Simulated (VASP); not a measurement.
Input of a VASP 6.6.1 run:

POSCAR

```
KCl
1.0
    0.0000000000      3.1464700000      3.1464700000
    3.1464700000      0.0000000000      3.1464700000
    3.1464700000      3.1464700000      0.0000000000
K Cl
1 1
Direct
    0.0000000000      0.0000000000      0.0000000000
    0.5000000000      0.5000000000      0.5000000000
```

INCAR.step1

```
  PREC = Accurate
  ENCUT = 600
  EDIFF = 1E-5
  ISMEAR = -1
  SIGMA = 0.05
  LREAL = False
  LASPH = True
  NELM = 80
  ALGO = Normal
  LWAVE = True
  LCHARG = False
  GGA = PE
```

Contents of INCAR.step2:

```
  PREC = Accurate
  ENCUT = 600
  EDIFF = 1E-6
  ISMEAR = -1
  SIGMA = 0.05
  LREAL = False
  LASPH = True
  NELM = 80
  ALGO = Normal
  ISIF = 3
  LWAVE = False
  LCHARG = False
  GGA = PS
  LHFCALC = True
  HFSCREEN = 0.2
  PRECFOCK = Fast
  IBRION = 2
  NSW = 60
  EDIFFG = -0.01
  ISTART = 1
```

The input KPOINTS:

```
Automatic mesh
0
Gamma
  4 4 4
```

Potentials or basis: VASP PAW PBE potentials, release 64 (K_sv, Cl).

Command:

```sh
$ cat potpaw_PBE.64/K_sv/POTCAR potpaw_PBE.64/Cl/POTCAR > POTCAR
$ cp INCAR.step1 INCAR
$ mpirun -np 1 vasp_std > vasp.out
$ cp INCAR.step2 INCAR
$ mpirun -np 1 vasp_std > vasp.out
```

**Question.** Predict the band gap on the k mesh.

**Answer.** 6.45 eV, direct.

**Question.** Estimate the relaxed cell.

**Answer.** a = 4.421 Å, b = 4.421 Å, c = 4.421 Å, α = 60.00°, β = 60.00°, γ = 60.00°.

Final structure:
```xyz
2
Lattice="0.0000 3.1258 3.1258 3.1258 0.0000 3.1258 3.1258 3.1258 0.0000" Properties=species:S:1:pos:R:3 pbc="T T T"
K     0.0000    0.0000    0.0000
Cl    3.1258    3.1258    3.1258
```

Caveat: the k mesh is coarse (spacing up to 0.43 Å⁻¹), so the values aren't converged, least of all with exact exchange.
